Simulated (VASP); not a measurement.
# Dielectric function of RbBr

What does the band structure of RbBr give for its optical response? The cell is of the rock-salt type, one of the forms listed for this formula. The start is a cell from a database of measured crystal structures.

Calculated with VASP 6.6.1; PBE; plane waves and PAW (Rb_sv, Br), in the first sound run; inputs show where later runs differ.

The database entry behind the starting cell differs from later determinations by our own check (about 0.5 % short), so it need not match the best structure at ambient conditions.

## Step 1: The structure

The structure is cubic, space group Fm-3m (No. 225). Conventional cell: a = 6.854 Å, b = 6.854 Å, c = 6.854 Å, α = 90.00°, β = 90.00°, γ = 90.00°. Nearest to Rb lie 6 Br at 3.43 Å. Br has 6 Rb at 3.43 Å nearest. Farther neighbours and most contacts between anions are not listed.

Coordinates:

```
Rb Br
1.0
     0.00000    3.42700    3.42700
     3.42700    0.00000    3.42700
     3.42700    3.42700    0.00000
Rb Br
1 1
Cartesian
  0.0000 0.0000 0.0000
  3.4270 3.4270 3.4270
```

## Step 2: Ground state

The ground state comes first.

Contents of INCAR:

```
SYSTEM = RbBr
PREC = Accurate
ENCUT = 400
EDIFF = 1E-07
NELM = 100
ISMEAR = 0
SIGMA = 0.05
LREAL = .FALSE.
ALGO = Normal
GGA = PE
NBANDS = 14
LORBIT = 11
LWAVE = .FALSE.
LCHARG = .FALSE.
KPAR = 4
```

Contents of POSCAR:

```
RbBr
1.0
    0.0000000000      3.4270000000      3.4270000000
    3.4270000000      0.0000000000      3.4270000000
    3.4270000000      3.4270000000      0.0000000000
Rb Br
1 1
Direct
    0.0000000000      0.0000000000      0.0000000000
    0.5000000000      0.5000000000      0.5000000000
```

Contents of KPOINTS:

```
Automatic mesh
0
Gamma
6 6 6
0 0 0
```

The projector-augmented-wave data sets are Rb_sv and Br (PBE family, release 64).

Command:

```bash
mpirun -np 4 vasp_std
```

The program printed:

```text
[banner, memory and clock lines left out]
running    4 mpi-ranks, on    1 nodes
 distrk:  each k-point on    1 cores,    4 groups
 distr:  one band on    1 cores,    1 groups

 POSCAR found type information on POSCAR RbBr
 POSCAR found :  2 types and       2 ions
 LDA part: xc-table for (Slater+PW92), standard interpolation
 POSCAR, INCAR and KPOINTS ok, starting setup
 FFT: planning ... GRIDC
 FFT: planning ... GRID_SOFT
 FFT: planning ... GRID
 WAVECAR not read
 entering main loop
       N       E                     dE             d eps       ncg     rms          rms(c)
DAV:   1     0.766585980300E+02    0.76659E+02   -0.56608E+03   448   0.785E+02
DAV:   2    -0.123510170493E+01   -0.77894E+02   -0.73478E+02   646   0.160E+02
DAV:   3    -0.619512378128E+01   -0.49600E+01   -0.49393E+01   580   0.423E+01
DAV:   4    -0.631433943386E+01   -0.11922E+00   -0.11920E+00   654   0.647E+00
DAV:   5    -0.631514994160E+01   -0.81051E-03   -0.81049E-03   592   0.544E-01    0.287E+00
DAV:   6    -0.610086866943E+01    0.21428E+00   -0.29392E-01   538   0.250E+00    0.192E+00
DAV:   7    -0.608454340120E+01    0.16325E-01   -0.13778E-01   568   0.181E+00    0.956E-01
DAV:   8    -0.609612621066E+01   -0.11583E-01   -0.14645E-02   500   0.717E-01    0.968E-02
DAV:   9    -0.609671120372E+01   -0.58499E-03   -0.74023E-04   598   0.143E-01    0.676E-02
DAV:  10    -0.609713249521E+01   -0.42129E-03   -0.49750E-04   460   0.130E-01    0.197E-02
DAV:  11    -0.609713825808E+01   -0.57629E-05   -0.31620E-05   562   0.311E-02    0.111E-02
DAV:  12    -0.609714265918E+01   -0.44011E-05   -0.10795E-05   448   0.185E-02    0.189E-03
DAV:  13    -0.609714285262E+01   -0.19344E-06   -0.28887E-07   612   0.318E-03    0.250E-03
DAV:  14    -0.609714284299E+01    0.96322E-08   -0.26625E-07   454   0.271E-03
   1 F= -.60971428E+01 E0= -.60971428E+01  d E =-.104688E-14
```

Elapsed: 8 s, on 4 MPI ranks of AMD EPYC 7R43, shared host; peak memory 0.6 GiB.

The logs omit lines about the potential files and the build; timing stands in the text.

Parts of OUTCAR (step 2):

```text
ion  position               nearest neighbor table
   1  0.000  0.000  0.000-   2 3.43   2 3.43   2 3.43   2 3.43   2 3.43   2 3.43
   2  0.500  0.500  0.500-   1 3.43   1 3.43   1 3.43   1 3.43   1 3.43   1 3.43

  LATTYP: Found a face centered cubic cell.
 ALAT       =     6.8540000000

 Subroutine GETGRP returns: Found 48 space group operations
 (whereof 48 operations were pure point group operations)

The static configuration has the point symmetry O_h .

 Found     16 irreducible k-points:

   k-points           NKPTS =     16   k-points in BZ     NKDIM =     16   number of bands    NBANDS=     14

   dimension x,y,z NGX =    32 NGY =   32 NGZ =   32
   dimension x,y,z NGXF=    64 NGYF=   64 NGZF=   64

   ENCUT  =  400.0 eV  29.40 Ry    5.42 a.u.   7.90  7.90  7.90*2*pi/ulx,y,z

   NELECT =      16.0000    total number of electrons

 k-points in reciprocal lattice and weights: Automatic mesh
   0.00000000  0.00000000  0.00000000       0.005
   0.16666667  0.00000000  0.00000000       0.037
   0.33333333  0.00000000  0.00000000       0.037
   0.50000000  0.00000000  0.00000000       0.019
   0.16666667  0.16666667  0.00000000       0.028
   0.33333333  0.16666667  0.00000000       0.111
   0.50000000  0.16666667  0.00000000       0.111
  -0.33333333  0.16666667  0.00000000       0.111
  -0.16666667  0.16666667  0.00000000       0.056
[...]
-0.33333333  0.33333333  0.16666667       0.111
  -0.33333333  0.50000000  0.16666667       0.056

 average (electrostatic) potential at core
       1 -38.4600       2 -64.7010

 E-fermi :  -1.4938

 k-point     1 :       0.0000    0.0000    0.0000
  band No.  band energies     occupation
    ...
      4     -10.2433      2.00000
      5     -10.2433      2.00000
      6      -1.7519      2.00000
      7      -1.7519      2.00000
      8      -1.7519      2.00000
      9       2.6103      0.00000
     10       5.5274      0.00000
     11       5.5274      0.00000
     12       5.5274      0.00000
     13       6.4155      0.00000
    ...

 k-point     2 :       0.1667    0.0000    0.0000
  band No.  band energies     occupation
    ...
      4     -10.2452      2.00000
      5     -10.2312      2.00000
      6      -2.0561      2.00000
      7      -1.8469      2.00000
      8      -1.8469      2.00000
      9       3.2504      0.00000
     10       5.3954      0.00000
     11       5.8560      0.00000
     12       5.8560      0.00000
     13       6.8227      0.00000
    ...

 k-point     3 :       0.3333    0.0000    0.0000
  band No.  band energies     occupation
    ...
      4     -10.2490      2.00000
      5     -10.2073      2.00000
      6      -2.5385      2.00000
      7      -2.0244      2.00000
      8      -2.0244      2.00000
      9       4.4977      0.00000
     10       5.5527      0.00000
     11       6.7708      0.00000
     12       6.7708      0.00000
     13       7.8410      0.00000
    ...

  Total        0.5042771      0.5042771      0.5042771      0.0000000     -0.0000000      0.0000000
  in kB       10.0370825     10.0370825     10.0370825      0.0000000     -0.0000000      0.0000000
  external PRESSURE =      10.0370825 kB  Pullay stress =       0.0000000 kB

  energy-cutoff  :      400.00
  volume of cell :       80.50
      direct lattice vectors                 reciprocal lattice vectors
     0.000000000  3.427000000  3.427000000    -0.145900204  0.145900204  0.145900204
     3.427000000  0.000000000  3.427000000     0.145900204 -0.145900204  0.145900204
     3.427000000  3.427000000  0.000000000     0.145900204  0.145900204 -0.145900204

 POSITION                                       TOTAL-FORCE (eV/Angst)
 -----------------------------------------------------------------------------------
      0.00000      0.00000      0.00000         0.000000      0.000000      0.000000
      3.42700      3.42700      3.42700        -0.000000     -0.000000     -0.000000
 -----------------------------------------------------------------------------------
    total drift:                                0.000000     -0.000000     -0.000000

  FREE ENERGIE OF THE ION-ELECTRON SYSTEM (eV)
  ---------------------------------------------------
  free  energy   TOTEN  =        -6.0971428430 eV

  energy  without entropy=       -6.0971428430  energy(sigma->0) =       -6.09714284

 total charge
# of ion       s       p       d       tot
------------------------------------------
    1        1.940   5.355   0.023   7.319
    2        1.600   3.301   0.001   4.902
--------------------------------------------------
tot          3.540   8.656   0.024  12.220

[... 3 further parts left out ...]
```

The gap is read on the k-mesh alone, so it is an upper bound where the band edges lie off the mesh.

This step gave:

```yaml
free_energy_toten: -6.097 eV
fermi_energy: -1.494 eV
pressure: 1.004 GPa
gap_on_the_k_mesh: 4.362 eV
least_direct_gap_on_the_k_mesh: 4.362 eV
```

The cell has a gap of 4.36 eV on this mesh. Spin-orbit coupling is left out, which can shift or reorder these edges.

## Step 3: Spectrum

LOPTICS sums the direct transitions; the mesh is finer and NBANDS larger than for the ground state.

Edit INCAR of step 2 so:

```diff
@@ -10,4 +10,3 @@
 GGA = PE
-NBANDS = 14
-LORBIT = 11
+NBANDS = 44
 LWAVE = .FALSE.
@@ -15 +14,4 @@
 KPAR = 4
+LOPTICS = .TRUE.
+NEDOS = 2000
+CSHIFT = 0.15
```

POSCAR is that of step 2.

Contents of KPOINTS:

```
Automatic mesh
0
Gamma
9 9 9
0 0 0
```

Command:

```bash
mpirun -np 4 vasp_std
```

The program printed:

```text
[... set-up lines as in an earlier step ...]
 entering main loop
       N       E                     dE             d eps       ncg     rms          rms(c)
DAV:   1     0.657573373928E+02    0.65757E+02   -0.43160E+03  3080   0.250E+02
DAV:   2    -0.338037591005E+01   -0.69138E+02   -0.64798E+02  3784   0.803E+01
DAV:   3    -0.626033839962E+01   -0.28800E+01   -0.28470E+01  3800   0.138E+01
DAV:   4    -0.631442378703E+01   -0.54085E-01   -0.54039E-01  3916   0.161E+00
DAV:   5    -0.631517671680E+01   -0.75293E-03   -0.75290E-03  3704   0.154E-01    0.287E+00
DAV:   6    -0.610049857640E+01    0.21468E+00   -0.37090E-02  3664   0.797E-01    0.189E+00
DAV:   7    -0.608548421897E+01    0.15014E-01   -0.38369E-02  3804   0.615E-01    0.102E+00
DAV:   8    -0.609714696089E+01   -0.11663E-01   -0.79672E-03  3504   0.250E-01    0.296E-01
DAV:   9    -0.609674476952E+01    0.40219E-03   -0.22307E-04  3792   0.438E-02    0.117E-01
DAV:  10    -0.609714667505E+01   -0.40191E-03   -0.26441E-04  3416   0.459E-02    0.904E-03
DAV:  11    -0.609715336263E+01   -0.66876E-05   -0.16066E-05  3904   0.943E-03    0.794E-03
DAV:  12    -0.609715785806E+01   -0.44954E-05   -0.13991E-06  3452   0.360E-03    0.442E-03
DAV:  13    -0.609716083083E+01   -0.29728E-05   -0.25753E-06  3548   0.452E-03    0.188E-03
DAV:  14    -0.609716090785E+01   -0.77026E-07   -0.95737E-08  3868   0.974E-04
   1 F= -.60971609E+01 E0= -.60971609E+01  d E =-.115526E-12
 optical routines
 imaginary and real dielectric function
 recalculating local potential from charge density
 direction            1
 direction            2
 direction            3
```

The job ended after 36 s (4 MPI ranks; peak memory 0.8 GiB; 2.3 min of CPU time).

Parts of OUTCAR (step 3):

```text
The static configuration has the point symmetry O_h .

 Found     35 irreducible k-points:

   k-points           NKPTS =     35   k-points in BZ     NKDIM =     35   number of bands    NBANDS=     44

   NELECT =      16.0000    total number of electrons

 E-fermi :  -1.5241

 k-point     1 :       0.0000    0.0000    0.0000
  band No.  band energies     occupation
    ...
      4     -10.2434      2.00000
      5     -10.2434      2.00000
      6      -1.7519      2.00000
      7      -1.7519      2.00000
      8      -1.7519      2.00000
      9       2.6102      0.00000
     10       5.5274      0.00000
     11       5.5274      0.00000
     12       5.5274      0.00000
     13       6.4155      0.00000
    ...

 k-point     2 :       0.1111    0.0000    0.0000
  band No.  band energies     occupation
    ...
      4     -10.2443      2.00000
      5     -10.2378      2.00000
      6      -1.9016      2.00000
      7      -1.7969      2.00000
      8      -1.7969      2.00000
      9       2.9128      0.00000
     10       5.4472      0.00000
     11       5.6750      0.00000
     12       5.6750      0.00000
     13       6.6003      0.00000
    ...

  Total        0.5050545      0.5050545      0.5050545      0.0000000      0.0000000      0.0000000
  in kB       10.0525564     10.0525564     10.0525564      0.0000000      0.0000000      0.0000000
  external PRESSURE =      10.0525564 kB  Pullay stress =       0.0000000 kB

 POSITION                                       TOTAL-FORCE (eV/Angst)
 -----------------------------------------------------------------------------------
      0.00000      0.00000      0.00000         0.000000     -0.000000     -0.000000
      3.42700      3.42700      3.42700        -0.000000      0.000000      0.000000
 -----------------------------------------------------------------------------------
    total drift:                                0.000000     -0.000000     -0.000000

  FREE ENERGIE OF THE ION-ELECTRON SYSTEM (eV)
  ---------------------------------------------------
  free  energy   TOTEN  =        -6.0971609079 eV

  energy  without entropy=       -6.0971609079  energy(sigma->0) =       -6.09716091

 plasma frequency squared (from intraband transitions) (eV^2)
  --------------------------------------------------------------------------------------
       0.000      -0.000       0.000
       0.000       0.000      -0.000
       0.000       0.000       0.000

[... 6 parts as in an earlier step ...]

[... 6 further parts left out ...]
```

These are independent-particle spectra without excitons or local fields, and fine structure depends on the mesh and on CSHIFT.

This step gave:

```
Fermi energy : -1.524 eV
pressure     : 1.005 GPa
```

Absorption under the direct gap is the tail of the CSHIFT broadening, and fine structure depends on the mesh. Imaginary dielectric function, xx against photon energy; read off at these points:

photon energy (eV), imaginary dielectric function, xx and a bar:
```
     0.00       0.00 
     0.50       0.00 
     1.00       0.01 
     1.50       0.01 
     2.00       0.02 
     2.50       0.03 
     3.00       0.04 
     3.50       0.05 
     4.00       0.09 #
     4.50       0.29 ##
     5.00       0.54 ####
     5.50       1.03 ########
     6.00       1.97 ###############
     6.50       2.45 ##################
     7.00       3.43 ##########################
     7.16       4.01 ##############################
     7.50       2.79 #####################
     8.00       1.86 ##############
     8.50       2.31 #################
     9.00       3.89 #############################
     9.25       4.01 ##############################
     9.50       3.33 #########################
    10.00       2.38 ##################
    10.50       1.40 ##########
    11.00       0.97 #######
    11.50       0.95 #######
    12.00       0.87 ######
    12.50       1.08 ########
    13.00       0.67 #####
    13.50       0.60 ####
    14.00       1.26 #########
    14.50       2.20 ################
    15.00       1.83 ##############
    15.50       1.87 ##############
    16.00       1.32 ##########
    16.50       1.01 ########
    17.00       1.56 ############
    17.50       2.18 ################
    18.00       2.01 ###############
    18.50       1.30 ##########
    19.00       1.11 ########
    19.50       1.62 ############
    19.58       1.70 #############
    20.00       0.98 #######
    20.50       0.79 ######
    21.00       0.71 #####
    21.50       0.46 ###
    22.00       0.35 ###
    22.50       0.46 ###
    23.00       0.37 ###
    23.50       0.34 ###
    24.00       0.28 ##
    24.50       0.20 ##
```

Table of real dielectric function, xx by photon energy:

```tsv
photon energy (eV)	real dielectric function, xx
0	2.81
1	2.84
2	2.92
3	3.09
4	3.47
5	3.93
6	4.58
7	3.37
8	2.08
9	2.00
10	-0.228
11	0.347
12	0.908
13	1.10
14	2.23
15	0.935
16	0.468
17	1.47
18	0.0266
19	0.289
20	-0.361
21	-0.234
22	0.192
23	0.190
24	0.233
```

(Continued in part 2 of 3.)

[Lines on the potential files, build, host, timing and source positions are cut from VASP's logs without a mark.]

[Logs are printed without paths, hosts, clocks, repeated set-up lines and the standing remarks that a program may print on its own settings, such as how far it seeks lower states.]

[Hosts, paths, dates, database ids (printed as entryN), source tags and the programs' standing remarks are cut or masked in the printed files.]
